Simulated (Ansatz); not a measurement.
# SnSe: the cost of one run

Program: Ansatz 0.2.0. Level of theory: DFT PBE, scalar-relativistic, plane waves, PAW. These are calculated values, not measurements.

### Step 1. Starting point

It takes space group I4mm (No. 107, tetragonal). Conventional cell: a = 4.288 Å, b = 4.288 Å, c = 6.092 Å, α = 90.00°, β = 90.00°, γ = 90.00°. Around Sn (site symmetry 4mm) lie 6 Se at 2.90 to 3.19 Å. Around Se (site symmetry 4mm) lie 6 Sn at 2.90 to 3.19 Å.

Structure file:

```
CELL_PARAMETERS angstrom
-2.14418 2.14418 3.04584
2.14418 -2.14418 3.04584
2.14418 2.14418 -3.04584
ATOMIC_POSITIONS crystal
Sn 0.26177 0.26177 0.00000
Se 0.73823 0.73823 0.00000
```

It is the end of an earlier relaxation with the same method, from a generated guess; it needn't be the stable form of this composition. At a tolerance of 0.02 Å it has space group I4mm (No. 107); it has 28.01 Å³/atom, an uncorrected energy of -0.43 eV/atom over the elements.

### Step 2. Bands, states and charges

Contents of input.yaml:

```yaml
crystal:
  lattice:
    - [-2.1441760442, 2.1441760442, 3.0458386458]
    - [2.1441760442, -2.1441760442, 3.0458386458]
    - [2.1441760442, 2.1441760442, -3.0458386458]
  atoms:
    - { symbol: Sn, position: [0.2617670146, 0.2617670146, 0.0] }
    - { symbol: Se, position: [0.7382329854, 0.7382329854, 0.0] }
basis:
  ecutwfc: 420
kpoints:
  mp_grid: { grid: [12, 12, 12] }
  band_path:
    path:
      - [[0.0, 0.0, 0.0], [0.0, 0.0, 0.5], [0.25, 0.25, 0.25], [0.0, 0.5, 0.0], [0.0, 0.0, 0.0], [0.5, 0.5, -0.5], [0.3738931, 0.6261069, -0.3738931]]
      - [[-0.3738931, 0.3738931, 0.3738931], [0.0, 0.0, 0.0]]
      - [[0.0, 0.0, 0.5], [-0.24778619, 0.24778619, 0.5]]
      - [[0.5, 0.5, -0.24778619], [0.5, 0.5, -0.5]]
    npoints: 14
hamiltonian:
  xc: pbe
scf:
  occupations: { method: gaussian, width: 0.02 }
  n_extra_bands: 6
output:
  forces: true
  stress: true
  eigenvalues: true
  populations: true
  dos: { projected: true, de: 0.02, nscf_kmesh: { grid: [18, 18, 18] } }
  bader: true
  write_density: true
  write_potential: true
  elf: true
  volumetric_format: npy
```

Launch:

```console
$ ansatz run input.yaml --threads 1 --pin off --max-ram 2560MiB --backend cpu --events-out ev --progress --plain --runs-dir out
```

Q: Estimate wall time and peak memory on 1 thread of Arm Neoverse V1, shared host.

About 74 s, with a peak of 0.58 GiB.
